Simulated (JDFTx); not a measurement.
**MgO under changes of volume**

One of the cells (9.221 Å³/atom); the others are scaled copies at fixed shape and fractional positions:

```xyz
2
Lattice="0.0000 2.0970 2.0970 2.0970 0.0000 2.0970 2.0970 2.0970 0.0000" Properties=species:S:1:pos:R:3 pbc="T T T"
Mg    0.0000    0.0000    0.0000
O     2.0970    2.0970    2.0970
```

The cell is a database's computed one.

- Program: JDFTx 1.7.0 (patched build)
- Functional: r2SCAN
- Potentials or basis: SG15-PBE-1.2 with smoothed tails
- Cutoff: 1361 eV
- Density cutoff: 10885 eV
- k mesh: 11 × 11 × 11
- Occupations: fermi-dirac, width 0.05 eV
- Spin: no spin polarisation

```csv
volume (Å³/atom),energy over the lowest point (meV/atom),pressure (GPa),gap on the mesh (eV)
8.668,30.29,14.8,6.32
8.853,15.74,10.3,6.09
9.037,6.16,6.2,5.87
9.221,?,?,?
9.406,0.00,-0.9,5.46
9.590,2.60,-3.9,5.27
9.775,8.49,-6.6,5.09
```

What does the run at 9.221 Å³/atom give?

Energy over the lowest point 1.06 meV/atom; pressure 2.5 GPa; gap on the mesh 5.66 eV.

Worked out: A Birch-Murnaghan fit of order 3 (a polynomial in V^(-2/3)) to the other rows has its minimum at 9.36 Å³/atom with B0 = V·E''(V) = 165 GPa and B' = 4.1. It gives 1.08 meV/atom at 9.221 Å³/atom, against the run's 1.06, and -dE/dV = 2.6 GPa, against 2.5. A straight line through the other rows of the gap, of slope -10.2 eV per unit of ln V (its deformation potential), gives 5.67 eV, against the run's 5.66.

Energies are extrapolated to zero smearing.

Caveats: the potentials were made for another functional, which shifts forces and pressure.
